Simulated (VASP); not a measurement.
All values below come from PBE GGA, VASP's PBE PAW potentials (set 64) (plane waves; VASP).

The input files of a VASP run:

### KPOINTS
```
Automatic mesh
0
Gamma
9 9 9
0 0 0
```

INCAR:
```
SYSTEM = CaF2
PREC = Accurate
ENCUT = 520
EDIFF = 1E-7
NELM = 100
ALGO = Normal
LREAL = .FALSE.
LASPH = .TRUE.
ISMEAR = 0
SIGMA = 0.01
GGA = PE
LWAVE = .FALSE.
LCHARG = .FALSE.
LOPTICS = .TRUE.
NBANDS = 48
NEDOS = 1001
CSHIFT = 0.1
```

### POSCAR
```
CaF2
1
    0.0000000000     2.7580734293     2.7580734293
    2.7580734293     0.0000000000     2.7580734293
    2.7580734293     2.7580734293     0.0000000000
Ca F
1 2
Direct
  0.0000000000   0.0000000000   0.0000000000
  0.2500000000   0.2500000000   0.2500000000
  0.7500000000   0.7500000000   0.7500000000
```

POTCAR, in this order: Ca_sv F (PBE.64 set). Program: vasp_std.

The resulting files:

OSZICAR:
```
       N       E                     dE             d eps       ncg     rms          rms(c)
DAV:   1     0.213176863657E+03    0.21318E+03   -0.10792E+04  3360   0.512E+02
DAV:   2    -0.742350733726E+01   -0.22060E+03   -0.20561E+03  3824   0.190E+02
DAV:   3    -0.185641901628E+02   -0.11141E+02   -0.11022E+02  4072   0.406E+01
DAV:   4    -0.186513512559E+02   -0.87161E-01   -0.87116E-01  3864   0.362E+00
DAV:   5    -0.186516895479E+02   -0.33829E-03   -0.33829E-03  3888   0.222E-01    0.802E+00
DAV:   6    -0.173183742299E+02    0.13333E+01   -0.18338E+00  3824   0.634E+00    0.299E+00
DAV:   7    -0.173182500814E+02    0.12415E-03   -0.10394E-01  4056   0.136E+00    0.175E+00
DAV:   8    -0.173380329622E+02   -0.19783E-01   -0.38608E-02  4112   0.900E-01    0.252E-01
DAV:   9    -0.173392254023E+02   -0.11924E-02   -0.14634E-03  4120   0.182E-01    0.104E-01
DAV:  10    -0.173406839324E+02   -0.14585E-02   -0.71192E-04  3776   0.103E-01    0.248E-02
DAV:  11    -0.173406891925E+02   -0.52601E-05   -0.20899E-05  4088   0.241E-02    0.731E-03
DAV:  12    -0.173406958590E+02   -0.66665E-05   -0.54516E-06  3792   0.120E-02    0.420E-03
DAV:  13    -0.173406953225E+02    0.53657E-06   -0.76632E-07  4080   0.466E-03    0.113E-03
DAV:  14    -0.173406953121E+02    0.10324E-07   -0.76590E-08  3760   0.127E-03
   1 F= -.17340695E+02 E0= -.17340695E+02  d E =-.186504E-19
 imaginary and real dielectric function
```

OUTCAR:
```
------------------------ aborting loop because EDIFF is reached ----------------------------------------
  FORCE on cell =-STRESS in cart. coord.  units (eV):
  Direction    XX          YY          ZZ          XY          YZ          ZX
  --------------------------------------------------------------------------------------
  Total       -0.0030527     -0.0030527     -0.0030527      0.0000000     -0.0000000      0.0000000
  in kB       -0.1165612     -0.1165612     -0.1165612      0.0000000     -0.0000000      0.0000000
  external PRESSURE =      -0.1165612 kB  Pullay stress =       0.0000000 kB
  volume of cell :       41.96
      direct lattice vectors                 reciprocal lattice vectors
     0.000000000  2.758073429  2.758073429    -0.181285964  0.181285964  0.181285964
     2.758073429  0.000000000  2.758073429     0.181285964 -0.181285964  0.181285964
     2.758073429  2.758073429  0.000000000     0.181285964  0.181285964 -0.181285964
 POSITION                                       TOTAL-FORCE (eV/Angst)
 -----------------------------------------------------------------------------------
      0.00000      0.00000      0.00000        -0.000000     -0.000000     -0.000000
      1.37904      1.37904      1.37904        -0.000000     -0.000000     -0.000000
      4.13711      4.13711      4.13711         0.000000      0.000000      0.000000
 -----------------------------------------------------------------------------------
    total drift:                                0.000000     -0.000000      0.000000
  FREE ENERGIE OF THE ION-ELECTRON SYSTEM (eV)
  ---------------------------------------------------
  free  energy   TOTEN  =       -17.3406953121 eV

  energy  without entropy=      -17.3406953121  energy(sigma->0) =      -17.34069531

 plasma frequency squared (from intraband transitions) (eV^2)
  --------------------------------------------------------------------------------------
       0.000      -0.000      -0.000
      -0.000       0.000      -0.000
      -0.000      -0.000       0.000

 plasma frequency squared (from interband transitions, int dw w eps(2)(w)) (eV^2)
  --------------------------------------------------------------------------------------
     488.679       0.000      -0.000       0.000      -0.000      -0.000
      -0.000      -0.000     488.679       0.000       0.000      -0.000
      -0.000       0.000       0.000       0.000     488.679       0.000
```
(Selected blocks of OUTCAR.)

The compound is CaF2 in the fluorite structure. It was relaxed first.
